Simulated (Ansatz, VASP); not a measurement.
# HC60N3: VASP beside Ansatz, part 3 of 3

Aim: how closely do two programs agree when they are given the same cell, functional and k mesh? Of the first pair: The structure shown is the start of the Ansatz relaxation below; VASP solves that cell, so the two are compared at the walk's first step.

VASP 6.6.1 and Ansatz 0.2.0.

So far. Step 3 (VASP: single point, PBE, start cell, pair 1): The run ends at a pressure of 2.18 GPa, with forces up to 4.1 eV/Å.

## Step 6: VASP: single point, PBE, relaxed cell, pair 2

Level of this step: PBE; plane waves and PAW (C, N, H) (VASP).

The same cell, functional, mesh and smearing now go to VASP, with its own data sets.

INCAR

```
SYSTEM = HC60N3
PREC = Accurate
ENCUT = 520
EDIFF = 1E-06
NELM = 120
ISMEAR = -1
SIGMA = 0.01
LREAL = Auto
ALGO = Normal
GGA = PE
NBANDS = 176
LORBIT = 11
LWAVE = .FALSE.
LCHARG = .FALSE.
ISIF = 2
LASPH = .TRUE.
GGA_COMPAT = .FALSE.
EFERMI = MIDGAP
NCORE = 2
```

POSCAR

```
HC60N3
1.0
    7.1418068600      0.0000000000      0.0000000000
    0.0000000000      7.1418068600      0.0000000000
    0.0000000000      0.0000000000      7.1418068600
C N H
60 3 1
Direct
    0.9984329357      0.9983257679      0.2499049779
    0.9984400987      0.2497301821      0.9982157211
    0.2498463435      0.9983380899      0.9982093421
    0.1258523300      0.1257421710      0.3689901794
    0.1253067426      0.3693392799      0.1250168040
    0.3694586448      0.1252010040      0.1250137713
    0.0003787584      0.0002713905      0.7490867259
    0.0028879729      0.2523442425      0.4970138740
    0.2524532647      0.0027718073      0.4970129255
    0.2524532647      0.2523451909      0.7465863092
    0.1252506860      0.1251440863      0.8726097886
    0.1258523300      0.3803679371      0.6236159455
    0.3804716836      0.1257357640      0.6236223524
    0.3748357124      0.3747189871      0.8745860800
    0.0023584415      0.4972284711      0.2521296454
    0.9998547619      0.7490682420      0.0002898745
    0.2509967183      0.4981904715      0.0011816939
    0.2509967183      0.7481764225      0.2511676449
    0.1253067426      0.6243413124      0.3800188366
    0.1243399307      0.8734068700      0.1252402447
    0.3763874824      0.6255828900      0.1237752265
    0.3748357124      0.8747720364      0.3746391293
    0.9984329357      0.4994531385      0.7510323486
    0.9984400987      0.7511423953      0.4996279344
    0.2498463435      0.7511487744      0.7510200265
    0.1243399307      0.6241178718      0.8759512464
    0.1252506860      0.8767483278      0.6242140302
    0.3694586448      0.6243443452      0.6241571124
    0.3747491256      0.8746898052      0.8746683113
    0.4973404464      0.0022441988      0.2521255036
    0.4983089774      0.2508872455      0.0011872044
    0.7491772208      0.9997335111      0.0002898522
    0.7482781480      0.2508863864      0.2511707780
    0.6244460684      0.1251998718      0.3800166783
    0.6256968626      0.3762855939      0.1237762480
    0.8735035131      0.1242258208      0.1252419191
    0.8748854338      0.3747178455      0.3746402709
    0.4995607485      0.9983257766      0.7510323399
    0.7512576846      0.9983346478      0.4996235800
    0.7512576846      0.2497345365      0.7510234686
    0.6242293157      0.1242276519      0.8759555015
    0.6244460684      0.3693414382      0.6241582446
    0.8768601881      0.1251442619      0.6242138546
    0.8748020639      0.3746357639      0.8746678999
    0.5074852789      0.5073775109      0.2419806056
    0.4987282111      0.7507033755      0.9986547410
    0.7508191693      0.4986192398      0.9986523950
    0.7508191693      0.7507057215      0.2507388766
    0.6256968626      0.6255818685      0.3730725226
    0.6242019989      0.8759955379      0.1252650014
    0.8761162993      0.6240948291      0.1252632874
    0.8748020639      0.8746902165      0.3747223526
    0.4973404464      0.4972326128      0.7471139177
    0.4983089774      0.7481709121      0.4984708710
    0.7482781480      0.4981873385      0.4984717301
    0.7491772208      0.7490682642      0.7496246053
    0.6242019989      0.6240931151      0.8733625786
    0.6242293157      0.8734026149      0.6251304645
    0.8735035131      0.6241161974      0.6251322957
    0.8746536810      0.8745387321      0.8748193844
    0.2381190616      0.2380012483      0.2376481444
    0.2381190616      0.5117099720      0.5113568682
    0.5118059953      0.2380077498      0.5113503666
    0.4209465985      0.4207703891      0.3285877273
```

KPOINTS

```
Automatic mesh
0
Gamma
1 1 1
0 0 0
```

Potentials, in the order of the species: C, N and H (PBE family, release 64).

Run with:

```sh
mpirun -np 8 vasp_gam
```

Numbers of over 12 decimals in the logs are rounded to 6 here.

The log of the run:

```text
[... set-up lines as in an earlier step ...]
 entering main loop
       N       E                     dE             d eps       ncg     rms          rms(c)
DAV:   1     0.181483790878E+04    0.18148E+04   -0.15565E+05   352   0.151E+03
DAV:   2    -0.410598416083E+03   -0.22254E+04   -0.20664E+04   464   0.347E+02
DAV:   3    -0.582299164189E+03   -0.17170E+03   -0.16871E+03   432   0.920E+01
DAV:   4    -0.586515989953E+03   -0.42168E+01   -0.41884E+01   432   0.156E+01
[...]
DAV:  13    -0.565275722436E+03   -0.35355E-04   -0.38223E-05   408   0.173E-02    0.111E-02
DAV:  14    -0.565275727782E+03   -0.53456E-05   -0.88656E-06   440   0.922E-03    0.277E-03
DAV:  15    -0.565275728063E+03   -0.28077E-06   -0.10897E-06   256   0.315E-03
   1 F= -.56527573E+03 E0= -.56527573E+03  d E =0.000000E+00
```

OUTCAR, selected parts (step 6):

```text
  Total        7.2257844      7.2313395      7.2313395     -1.7095422      1.7153111      1.7095423
  in kB       31.7812723     31.8057053     31.8057053     -7.5191044      7.5444777      7.5191047
  external PRESSURE =      31.7975610 kB  Pullay stress =       0.0000000 kB

 POSITION                                       TOTAL-FORCE (eV/Angst)
 -----------------------------------------------------------------------------------
      7.13062      7.12985      1.78477        -0.003198     -0.000075      0.001020
      7.13067      1.78352      7.12906        -0.002990     -0.002478     -0.000399
      1.78435      7.12994      7.12902        -0.000891     -0.005760     -0.001259
      0.89881      0.89803      2.63526        -0.002851     -0.000840      0.022397
      0.89492      2.63775      0.89285         0.002183      0.024062      0.005228
      2.63860      0.89416      0.89282         0.023956     -0.000945      0.002796
      0.00271      0.00194      5.34983         0.000718     -0.000917      0.000917
      0.02063      1.80219      3.54958         0.004295     -0.004232      0.004232
      1.80297      0.01980      3.54957        -0.004574     -0.002408      0.002949
      1.80297      1.80220      5.33198        -0.004574     -0.002949      0.002408
      0.89452      0.89375      6.23201         0.000592      0.005043      0.001519
      0.89881      2.71651      4.45374        -0.002851     -0.022397      0.000840
      2.71726      0.89798      4.45379        -0.024647     -0.000265      0.000265
      2.67700      2.67617      6.24612         0.001564      0.002013      0.000723
[...]
-----------------------------------------------------------------------------------
    total drift:                               -0.061083     -0.006985      0.006906

  FREE ENERGIE OF THE ION-ELECTRON SYSTEM (eV)
  ---------------------------------------------------
  free  energy   TOTEN  =      -565.2757280627 eV

  energy  without entropy=     -565.2757280627  energy(sigma->0) =     -565.27572806

[... 1 part as in an earlier step ...]

[... 1 further part left out ...]
```

The run ends at a pressure of 3.18 GPa, with forces up to 0.030 eV/Å.

## Step 7: Comparison

Compared:

```tsv
quantity	Ansatz	VASP	difference
gap on the k mesh (eV)	3.748	3.740	+0.008
```

At this near-relaxed geometry the largest component of a force difference is 23 meV/Å. A gap on the mesh is an upper bound, since the band edges may lie between its points.

## Step 8: Outcome

* r.m.s. force difference (single point, PBE, start cell, pair 1): 0.85 % of the r.m.s. force
* difference in gap on the k mesh (single point, PBE, relaxed cell, pair 2): 0.0076 eV

In words: The r.m.s. force difference is 0.85 % of the r.m.s. force (single point, PBE, start cell, pair 1), within the 3 % picked in this series as the mark of a large difference. Such differences can come from data sets, numerical settings and the points named under the comparisons, not from the functional's error against experiment.

[Lines on the potential files, build, host, timing and source positions are cut from VASP's logs without a mark.]

[Logs are printed without paths, hosts, clocks, repeated set-up lines and the standing remarks that a program may print on its own settings, such as how far it seeks lower states.]

[Hosts, paths, dates, database ids (printed as entryN), source tags and the programs' standing remarks are cut or masked in the printed files.]
